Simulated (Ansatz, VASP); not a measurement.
# Al2Cu: VASP beside Ansatz

```
Al Cu
1.0
     4.81813    0.00000    0.00000
    -2.40906    4.17262    0.00000
     0.00000    0.00000    4.40471
Al Cu
4 2
Direct
  0.00000 0.00000 0.00000
  0.00000 0.34422 0.50000
  0.65578 0.65578 0.50000
  0.34422 0.00000 0.50000
  0.66667 0.33333 0.00000
  0.33333 0.66667 0.00000
```

Alike in both runs: functional PBE; k mesh 6 × 6 × 4; occupations gaussian, width 0.1 eV; no spin polarisation.

Ansatz relaxed the structure, and its values are those at the end. VASP's run is a single point on that final structure, the one shown.

|  | VASP | Ansatz |
| --- | --- | --- |
| version | VASP 6.6.1 | Ansatz 0.2.0 |
| potentials or method | VASP PAW PBE potentials, release 64 (Al, Cu) | scalar-relativistic, plane waves, PAW |
| plane-wave cutoff (eV) | 520 | 420 |
| valence electrons in the cell | 34 | 50 |

Ansatz gave:

```
gap on the k mesh at the Fermi level (eV) : none
pressure (GPa)                            : 0.0
rms of the force components (eV/Å)        : 0.005
```

What did VASP give for the same quantities?

gap on the k mesh at the Fermi level (eV): none; pressure (GPa): 0.2; rms of the force components (eV/Å): 0.001.

A gap of «none» marks a metal or a gap that the smearing closes. The two sets of potentials don't hold the same shells in valence.
